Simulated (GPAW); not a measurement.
# CdS (Greenockite): one start, several treatments of the self-energy

Wanted: the gap of CdS (Greenockite) under several approximations, with cost.

Method: PBE and many-body steps on it, plane waves, in GPAW 26.7.0.

The database entry behind the starting cell differs from later determinations by our own check (about 0.35 % long), so it need not match the best structure at ambient conditions.

### Step 1. Starting point

It takes space group P6_3mc (No. 186, hexagonal). Conventional cell: a = 4.150 Å, b = 4.150 Å, c = 6.737 Å, α = 90.00°, β = 90.00°, γ = 120.00°. Cd has 4 S at 2.53 to 2.54 Å nearest. Nearest to S lie 4 Cd at 2.53 to 2.54 Å. Farther neighbours and most contacts between anions are not listed.

Structure file:

```
Cd S
1.0
     4.15000    0.00000    0.00000
    -2.07500    3.59401    0.00000
     0.00000    0.00000    6.73700
Cd S
2 2
Direct
  0.33333 0.66667 0.00000
  0.66667 0.33333 0.50000
  0.33333 0.66667 0.37500
  0.66667 0.33333 0.87500
```

The cell and positions come from the Crystallography Open Database and are kept as given unless a step says otherwise.

### Step 2. Empty states on the mesh, 3×3×4 mesh, 655 bands

This step: GPAW 26.7.0; DFT, PBE, plane waves, PAW.

The sums over transitions need many empty states on a uniform mesh; this step solves for them.

Contents of run.py:

```python
import json
import numpy as np
from gpaw.mpi import world
from gpaw import GPAW

calc = GPAW('gs.gpw').fixed_density(kpts={'size': (3, 3, 4), 'gamma': True},
    parallel={'domain': 1, 'band': 1},
    txt='nscf.txt')
calc.diagonalize_full_hamiltonian(nbands=655)
calc.write('full.gpw', mode='all')
res = {}
kpts = calc.get_ibz_k_points()
res['kpts'] = kpts
res['eigenvalues'] = [calc.get_eigenvalues(kpt=k) for k in range(len(kpts))]
res['n_electrons'] = calc.get_number_of_electrons()

if world.rank == 0:
    with open('result.json', 'w') as f:
        json.dump(res, f, default=lambda x: x.tolist())
```

On the command line:

```sh
$ mpirun -n 8 gpaw python run.py
```

Numbers of over 12 decimals in the logs are rounded to 6 here.

Output:

```text
Diagonalizing LCAO Hamiltonian
Converting LCAO to pw mode
convergence criteria:
- Maximum integral of absolute [eigenst]ate change: 4e-08 eV^2 / valence electron
maximum number of iterations: 100

SCF iterations
|iter     |     time |      energy | eigst |  dens |
|iter:   1|  |             | +0.68 |       |
|iter:   2|  |             | -0.97 |       |
|iter:   3|  |             | -2.11 |       |
[...]
|iter:   9|  |             | -6.88 |       |
|iter:  10|  |             | -7.40 |       |
|iter:  11|  |             | -7.90c|       |
SCF steps: 11
  __  _  _
 | _ |_)|_||  |
 |__||  | ||/\| - 26.7.0

Input parameters:
  mode=PW(ecut=450.000000),
  convergence={'density': 1e-06, 'bands': -3},
  gpts=array([21, 21, 35]),
  kpts=MonkhorstPack(size=(3, 3, 4), gamma=True),
  maxiter=100,
  nbands=26,
  occupations=Occupations(name='fermi-dirac', width=0.001, fixmagmom=False),
  parallel={'domain': 1, 'band': 1},
  xc=XC(name='PBE')
Matrix size: 2189x2189
# Writing to full.gpw (mode='all')
  [... matrices ...]

timing:  # [seconds]
  Total: 15.135  # ━━━━━━━━━━━━━━━━━━━━━━━━━━━━━━━━━━━━━━━━━━━━━━━━━━━━━━━━━━
```

Wall time 19 s (8 MPI ranks of Intel Xeon 6975P-C (Granite Rapids), shared host); peak memory 3.9 GiB; 2.4 min of CPU time.

This step gave:

| Item | Value |
| --- | --- |
| gap | 1.178 eV |
| k of the valence top | 0, 0, 0 |
| k of the conduction bottom | 0, 0, 0 |
| least direct gap | 1.178 eV |
| k points computed | 10 |
| lowest point of the top converged band, above the valence top | 189.7169 eV |

On this mesh the gap is 1.178 eV.

### Step 3. G0W0, Godby-Needs plasmon pole

G0W0 replaces the xc potential by the self-energy, built once from these orbitals. Only a window of levels is corrected, while the sums run over the empty bands that the input names.

This step: G0W0 on PBE, plane waves, PAW.

Contents of run.py:

```python
import json
import numpy as np
from gpaw.mpi import world
from gpaw.response.g0w0 import G0W0

gw = G0W0('full.gpw',
    filename='gw',
    kpts=[0],
    bands=(16, 20),
    ecut=120,
    nbands=299,
    integrate_gamma='WS',
    ppa=True)
gw.calculate()
res = {mode: {k: v for k, v in r.items() if k != 'sigma_eskwn'}
       for mode, r in gw.all_results.items()}

if world.rank == 0:
    with open('result.json', 'w') as f:
        json.dump(res, f, default=lambda x: x.tolist())
```

On the command line:

```sh
$ mpirun -n 8 gpaw python run.py
```

Output:

```text
Using integrator: PointIntegrator
FrequencyGridDescriptor(from 0.000+0.000j to 0.000+27.211j eV, 2 points)
Nonperiodic BCs:  [False False False]
Using integrator: PointIntegrator
FrequencyGridDescriptor(from 0.000+0.000j to 0.000+27.211j eV, 2 points)
Nonperiodic BCs:  [False False False]
  ___  _ _ _
 |   || | | |
 | | || | | |
 |__ ||_____|
 |___|

BZ k-points: Symmetries present (total): 6

  [... matrices ...]
36 k-points: 3 x 3 x 4 Monkhorst-Pack grid + [0.000000,0.000000,1/8]
10 k-points in the irreducible part of the Brillouin zone
       k-points in crystal coordinates                weights
   0:     0.00000000    0.00000000    0.00000000          1/36
   1:     0.00000000    0.00000000    0.25000000          2/36
   2:     0.00000000    0.00000000    0.50000000          1/36
   3:     0.33333333    0.00000000   -0.25000000          6/36
   4:     0.33333333    0.00000000    0.00000000          6/36
   5:     0.33333333    0.00000000    0.25000000          6/36
   6:     0.33333333    0.00000000    0.50000000          6/36
   7:     0.33333333    0.33333333    0.00000000          2/36
   8:     0.33333333    0.33333333    0.25000000          4/36
   9:     0.33333333    0.33333333    0.50000000          2/36

Distributing spins, k-points and bands (1 x 1 x 4) over 8 processes
Number of blocks: 1

Quasi particle states:
k-points (IBZ indices): [0]
Band range: (16, 20)
  [... matrices ...]
Computational parameters:
Plane wave cut-off: 120 eV
Number of bands: 299
Coulomb cutoff: None
Broadening: 0.1 eV

fxc modes: GW
Kernel: RPA
Using Godby-Needs plasmon-pole approximation:
  Fitting energy: i*E0, E0 = 1.000 Hartree
Summing all q:

Calculating screened Coulomb potential
No Coulomb truncation
FrequencyGridDescriptor(from 0.000+0.000j to 0.000+27.211j eV, 2 points)
Removing empty qpoint cache files...

Calculating chi0 body with:
    Ground state adapter containing:
    Number of spins: 1
    Number of kpoints: 36
    Number of irreducible kpoints: 10
    Number of completely occupied states: 18
    Number of partially occupied states: 18
    Occupied states memory: 4.239349 M / cpu

    Linear response parametrization:
    q_c: [0.0, 0.0, 0.0]
    Number of frequency points: 2
    Planewave cutoff: 120.0
    Number of bands: 299
    Number of planewaves: 313
    Broadening (eta): 1e-06
    comm.size: 8
    kncomm.size: 8
    blockcomm.size: 1

    Memory estimate of potentially large arrays:
        chi0_wGG: 2.989777 M / cpu
Integrating chi0 body.

Symmetries of q_c:
    Direct symmetries (Uq -> q): 6
    Indirect symmetries (TUq -> q): 6
In total 12 allowed symmetries.

  [... matrices ...]
10 groups of equivalent kpoints. 72.222222% reduction.

Integral kind: response function
Integrating chi0 head and wings.

Symmetries of q_c:
    Direct symmetries (Uq -> q): 6
    Indirect symmetries (TUq -> q): 6
In total 12 allowed symmetries.

  [... matrices ...]
10 groups of equivalent kpoints. 72.222222% reduction.

Integral kind: response function wings

Calculating chi0 body with:
    Ground state adapter containing:
    Number of spins: 1
    Number of kpoints: 36
    Number of irreducible kpoints: 10
    Number of completely occupied states: 18
    Number of partially occupied states: 18
    Occupied states memory: 4.239349 M / cpu

[... the further q-points ...]

Results:
f:      Occupation numbers
eps:     KS-eigenvalues [eV]
vxc:     KS vxc [eV]
exx:     Exact exchange [eV]
sigma:   Self-energies [eV]
dsigma:  Self-energy derivatives
Z:       Renormalization factors
qp:      QP-energies [eV]

k-point 0 (0): (0.000, 0.000, 0.000)                GW
band       f     eps     vxc     exx   sigma  dsigma       Z      qp
                                                                   GW
  16   1.000   3.465 -18.082 -21.074   2.121  -0.276   0.784   2.782
  17   1.000   3.465 -18.082 -21.074   2.121  -0.276   0.784   2.782
  18   0.000   4.642 -12.428  -8.561  -3.592  -0.230   0.813   4.866
  19   0.000   6.238 -12.420  -7.969  -3.983  -0.232   0.812   6.618
```

Wall time 77 s (8 MPI ranks); peak memory 3.3 GiB.

Numbers from this step:

| Item | Value |
| --- | --- |
| G0W0 gap on the points computed | 2.084 eV |
| least direct G0W0 gap on the computed points | 2.084 eV |
| Z at the valence top | 0.7839 |
| Z at the conduction bottom | 0.8132 |
| starting gap on the mesh | 1.178 eV |
| k of the valence top | 0, 0, 0 |
| k of the conduction bottom | 0, 0, 0 |

The gap on the mesh goes from 1.18 eV to 2.08 eV, a correction of +0.91 eV.

### Step 4. One-shot HSE06

This step: one-shot HSE06 levels on PBE orbitals, plane waves, PAW.

Contents of run.py:

```python
import json
import numpy as np
from gpaw.mpi import world
from gpaw.hybrids.eigenvalues import non_self_consistent_eigenvalues

dft, vxc, vxc_hyb = non_self_consistent_eigenvalues('full.gpw', 'HSE06', 16, 20, kpt_indices=[0])
res = {'dft': dft[0], 'hybrid': (dft - vxc + vxc_hyb)[0]}
if world.rank == 0:
    with open('hybrid.txt', 'w') as f:
        for k, e0, e1 in zip([0], res['dft'], res['hybrid']):
            print(k, ' '.join(f'{x:9.4f}' for x in e0), '|', ' '.join(f'{x:9.4f}' for x in e1), file=f)

if world.rank == 0:
    with open('result.json', 'w') as f:
        json.dump(res, f, default=lambda x: x.tolist())
```

On the command line:

```sh
$ mpirun -n 8 gpaw python run.py
```

Output:

```text
IBZ(<points: 10, symmetries: 6>)
Occupied bands: 18
Transforming wave functions from IBZ to BZ: 0.076 seconds
Distributing wave functions and iFFT-ing to real space: 0.088 seconds
Calculating eigenvalues:
  k-points: 1
  Bands: 16-19 (inclusive)
  Seconds: 0.242 (wave-function broadcasting: 0.017 seconds)
HSE06-eigenvalue shifts:
  min: -0.715 eV
  ave: -0.205 eV
  max: 0.361 eV
```

It took 4.2 s on 8 MPI ranks; peak memory 1.5 GiB; 28 s of CPU time.

This step gave:

* starting gap on the mesh: 1.178 eV
* hybrid gap on the mesh: 2.144 eV
* least direct hybrid gap on the computed points: 2.144 eV

### Step 5. G0W0, extrapolated in the cutoff

This step: G0W0 on PBE, plane waves, PAW.

Contents of run.py:

```python
import json
import numpy as np
from gpaw.mpi import world
from gpaw.response.g0w0 import G0W0

gw = G0W0('full.gpw',
    filename='gw',
    kpts=[0],
    bands=(16, 20),
    ecut=200.0,
    integrate_gamma='WS',
    ppa=True,
    ecut_extrapolation=True)
gw.calculate()
res = {mode: {k: v for k, v in r.items() if k != 'sigma_eskwn'}
       for mode, r in gw.all_results.items()}

if world.rank == 0:
    with open('result.json', 'w') as f:
        json.dump(res, f, default=lambda x: x.tolist())
```

On the command line:

```sh
$ mpirun -n 8 gpaw python run.py
```

Output:

```text
Using integrator: PointIntegrator
FrequencyGridDescriptor(from 0.000+0.000j to 0.000+27.211j eV, 2 points)
Nonperiodic BCs:  [False False False]
Using integrator: PointIntegrator
FrequencyGridDescriptor(from 0.000+0.000j to 0.000+27.211j eV, 2 points)
Nonperiodic BCs:  [False False False]
  ___  _ _ _
 |   || | | |
 | | || | | |
 |__ ||_____|
 |___|

BZ k-points: Symmetries present (total): 6

  [... matrices ...]
36 k-points: 3 x 3 x 4 Monkhorst-Pack grid + [0.000000,0.000000,1/8]
10 k-points in the irreducible part of the Brillouin zone
       k-points in crystal coordinates                weights
   0:     0.00000000    0.00000000    0.00000000          1/36
   1:     0.00000000    0.00000000    0.25000000          2/36
   2:     0.00000000    0.00000000    0.50000000          1/36
[...]
8:     0.33333333    0.33333333    0.25000000          4/36
   9:     0.33333333    0.33333333    0.50000000          2/36

Distributing spins, k-points and bands (1 x 1 x 4) over 8 processes
Number of blocks: 1

Quasi particle states:
k-points (IBZ indices): [0]
Band range: (16, 20)
  [... matrices ...]
Computational parameters:
Extrapolating to infinite plane wave cut-off using points at:
  172.355 eV
  184.896 eV
  200.000 eV
Number of bands: 645
Coulomb cutoff: None
Broadening: 0.1 eV

fxc modes: GW
Kernel: RPA
Using Godby-Needs plasmon-pole approximation:
  Fitting energy: i*E0, E0 = 1.000 Hartree
Summing all q:

Calculating screened Coulomb potential
No Coulomb truncation
FrequencyGridDescriptor(from 0.000+0.000j to 0.000+27.211j eV, 2 points)
Removing empty qpoint cache files...

Calculating chi0 body with:
    Ground state adapter containing:
    Number of spins: 1
    Number of kpoints: 36
    Number of irreducible kpoints: 10
    Number of completely occupied states: 18
    Number of partially occupied states: 18
    Occupied states memory: 4.239349 M / cpu

    Linear response parametrization:
    q_c: [0.0, 0.0, 0.0]
    Number of frequency points: 2
    Planewave cutoff: 200.0
    Number of bands: 645
    Number of planewaves: 639
    Broadening (eta): 1e-06
    comm.size: 8
    kncomm.size: 8
    blockcomm.size: 1

    Memory estimate of potentially large arrays:
        chi0_wGG: 12.460968 M / cpu
Integrating chi0 body.

Symmetries of q_c:
    Direct symmetries (Uq -> q): 6
    Indirect symmetries (TUq -> q): 6
In total 12 allowed symmetries.

  [... matrices ...]
10 groups of equivalent kpoints. 72.222222% reduction.

Integral kind: response function
Integrating chi0 head and wings.

Symmetries of q_c:
    Direct symmetries (Uq -> q): 6
    Indirect symmetries (TUq -> q): 6
In total 12 allowed symmetries.

  [... matrices ...]
10 groups of equivalent kpoints. 72.222222% reduction.

Integral kind: response function wings

Calculating chi0 body with:
    Ground state adapter containing:
    Number of spins: 1
    Number of kpoints: 36
    Number of irreducible kpoints: 10
    Number of completely occupied states: 18
    Number of partially occupied states: 18
    Occupied states memory: 4.239349 M / cpu

[... the further q-points ...]
Extrapolating selfenergy to infinite energy cutoff:
  Performing linear fit to 3 points
  Minimum R^2 = 0.9996. (R^2 Should be close to 1)
  [... matrices ...]
Results:
f:      Occupation numbers
eps:     KS-eigenvalues [eV]
vxc:     KS vxc [eV]
exx:     Exact exchange [eV]
sigma:   Self-energies [eV]
dsigma:  Self-energy derivatives
Z:       Renormalization factors
qp:      QP-energies [eV]

k-point 0 (0): (0.000, 0.000, 0.000)                GW
band       f     eps     vxc     exx   sigma  dsigma       Z      qp
                                                                   GW
  16   1.000   3.465 -18.082 -21.074   1.744  -0.279   0.782   2.489
  17   1.000   3.465 -18.082 -21.074   1.744  -0.279   0.782   2.489
  18   0.000   4.642 -12.428  -8.561  -3.845  -0.232   0.812   4.660
  19   0.000   6.238 -12.420  -7.969  -4.201  -0.234   0.810   6.441
```

Run time: 15 min. Hardware: 8 MPI ranks; peak memory 4.8 GiB; 1.8 h of CPU time.

This step gave:

* quasiparticle gap on the points computed: 2.171 eV
* least direct quasiparticle gap on the computed points: 2.171 eV
* Z at the valence top: 0.7820
* Z at the conduction bottom: 0.8119
* starting gap on the mesh: 1.178 eV
* k of the valence top: 0, 0, 0
* k of the conduction bottom: 0, 0, 0
* gaps at the cutoffs of the extrapolation: 2.116, 2.121, 2.127 eV

Against G0W0 in GPAW (3×3×4 mesh, 299 bands, screening to 120 eV, Godby-Needs plasmon pole), the gap moves by +0.087 eV.

### Step 6. One-shot PBE0

This step: one-shot PBE0 levels on PBE orbitals, plane waves, PAW.

Contents of run.py:

```python
import json
import numpy as np
from gpaw.mpi import world
from gpaw.hybrids.eigenvalues import non_self_consistent_eigenvalues

dft, vxc, vxc_hyb = non_self_consistent_eigenvalues('full.gpw', 'PBE0', 16, 20, kpt_indices=[0])
res = {'dft': dft[0], 'hybrid': (dft - vxc + vxc_hyb)[0]}
if world.rank == 0:
    with open('hybrid.txt', 'w') as f:
        for k, e0, e1 in zip([0], res['dft'], res['hybrid']):
            print(k, ' '.join(f'{x:9.4f}' for x in e0), '|', ' '.join(f'{x:9.4f}' for x in e1), file=f)

if world.rank == 0:
    with open('result.json', 'w') as f:
        json.dump(res, f, default=lambda x: x.tolist())
```

On the command line:

```sh
$ mpirun -n 8 gpaw python run.py
```

Output:

```text
IBZ(<points: 10, symmetries: 6>)
Occupied bands: 18
Transforming wave functions from IBZ to BZ: 0.023 seconds
Distributing wave functions and iFFT-ing to real space: 0.073 seconds
Calculating eigenvalues:
  k-points: 1
  Bands: 16-19 (inclusive)
  Seconds: 0.221 (wave-function broadcasting: 0.004 seconds)
HSE06-eigenvalue shifts:
  min: -1.102 eV
  ave: -0.211 eV
  max: 0.752 eV
```

Elapsed: 3.3 s, on 8 MPI ranks; peak memory 0.97 GiB.

Numbers from this step:

* starting gap on the mesh: 1.178 eV
* hybrid gap on the mesh: 2.890 eV
* least direct hybrid gap on the computed points: 2.890 eV

### Step 7. G0W0, full frequency, Hilbert transform

This step: G0W0 on PBE, plane waves, PAW.

Contents of run.py:

```python
import json
import numpy as np
from gpaw.mpi import world
from gpaw.response.g0w0 import G0W0

gw = G0W0('full.gpw',
    filename='gw',
    kpts=[0],
    bands=(16, 20),
    ecut=120,
    nbands=299,
    integrate_gamma='WS',
    frequencies={'type': 'nonlinear', 'domega0': 0.1, 'omega2': 15.0},
    eta=0.1,
    nblocksmax=True)
gw.calculate()
res = {mode: {k: v for k, v in r.items() if k != 'sigma_eskwn'}
       for mode, r in gw.all_results.items()}

if world.rank == 0:
    with open('result.json', 'w') as f:
        json.dump(res, f, default=lambda x: x.tolist())
```

On the command line:

```sh
$ mpirun -n 8 gpaw python run.py
```

Output:

```text
Using integrator: PointIntegrator
NonLinearFrequencyDescriptor(from 0.000 to 121.535 eV, 280 points)
Nonperiodic BCs:  [False False False]
Using integrator: PointIntegrator
NonLinearFrequencyDescriptor(from 0.000 to 121.535 eV, 280 points)
Nonperiodic BCs:  [False False False]
  ___  _ _ _
 |   || | | |
 | | || | | |
 |__ ||_____|
 |___|

BZ k-points: Symmetries present (total): 6

  [... matrices ...]
36 k-points: 3 x 3 x 4 Monkhorst-Pack grid + [0.000000,0.000000,1/8]
10 k-points in the irreducible part of the Brillouin zone
[...]
Results:
f:      Occupation numbers
eps:     KS-eigenvalues [eV]
vxc:     KS vxc [eV]
exx:     Exact exchange [eV]
sigma:   Self-energies [eV]
dsigma:  Self-energy derivatives
Z:       Renormalization factors
qp:      QP-energies [eV]

k-point 0 (0): (0.000, 0.000, 0.000)                GW
band       f     eps     vxc     exx   sigma  dsigma       Z      qp
                                                                   GW
  16   1.000   3.465 -18.082 -21.074   2.107  -0.351   0.740   2.810
  17   1.000   3.465 -18.082 -21.074   2.107  -0.351   0.740   2.810
  18   0.000   4.642 -12.428  -8.561  -3.584  -0.292   0.774   4.861
  19   0.000   6.238 -12.420  -7.969  -3.965  -0.293   0.774   6.614
```

Wall time 4.2 min (8 MPI ranks); peak memory 4.1 GiB.

Numbers from this step:

```
G0W0 gap on the points computed              : 2.051 eV
least direct G0W0 gap on the computed points : 2.051 eV
starting gap on the mesh                     : 1.178 eV
k of the valence top                         : 0, 0, 0
k of the conduction bottom                   : 0, 0, 0
```

Against G0W0 in GPAW (3×3×4 mesh, 299 bands, screening to 120 eV, Godby-Needs plasmon pole), the gap moves by −0.033 eV.

### Step 8. The runs together

Times are wall times on 8 MPI ranks of Intel Xeon 6975P-C (Granite Rapids), shared host, good to a factor of about two.

```
                                    run   mesh  bands  screening cutoff (eV)  DFT gap (eV)  gap on the mesh (eV)  direct (eV)     time
         G0W0, Godby-Needs plasmon pole  3×3×4    299                    120         1.178                 2.084        2.084     77 s
                         one-shot HSE06  3×3×4      -                      -         1.178                 2.144        2.144    4.2 s
       G0W0, extrapolated in the cutoff  3×3×4      -                    200         1.178                 2.171        2.171   15 min
                          one-shot PBE0  3×3×4      -                      -         1.178                 2.890        2.890    3.3 s
G0W0, full frequency, Hilbert transform  3×3×4    299                    120         1.178                 2.051        2.051  4.2 min
```

### Step 9. What came out

```yaml
g0w0_godby_needs_plasmon_pole: 2.084 eV
one_shot_hse06: 2.144 eV
g0w0_extrapolated_in_the_cutoff: 2.171 eV
one_shot_pbe0: 2.890 eV
g0w0_full_frequency_hilbert_transform: 2.051 eV
known_limits: not at the basis limit; no spin-orbit coupling; coarse k mesh
```

What this shows: One-shot HSE06: +0.060 eV against G0W0, Godby-Needs plasmon pole. G0W0, extrapolated in the cutoff: +0.087 eV against G0W0, Godby-Needs plasmon pole, at other bands or cutoff, so not like for like. One-shot PBE0: +0.806 eV against G0W0, Godby-Needs plasmon pole. G0W0, full frequency, Hilbert transform: −0.033 eV against G0W0, Godby-Needs plasmon pole. One-shot hybrid levels are evaluated on the PBE orbitals. Bands and cutoff are finite, so the gap is not at the basis limit. The miss can reach some tenths of an eV and take either sign; the mesh is an error of its own. These stock PAW sets were not made for GW. In the G0W0 runs levels were corrected at 1 k point alone, so a gap called «on the mesh» is the least over those, and an edge elsewhere would be missed. The 3×3×4 mesh is coarse for this cell, which bears on the long-range parts of exchange and screening. The many-body steps are scalar-relativistic: spin-orbit coupling is not in them.

[Paths, hosts, dates, memory and timing lines, banners, echoed tables and standing remarks are left out of the program output.]

[Logs are printed without paths, hosts, clocks, repeated set-up lines and the standing remarks that a program may print on its own settings, such as how far it seeks lower states.]

[Runs of the session that timed out or met a known fault of the program may be left out.]

[Hosts, paths, dates, database ids (printed as entryN), source tags and the programs' standing remarks are cut or masked in the printed files.]
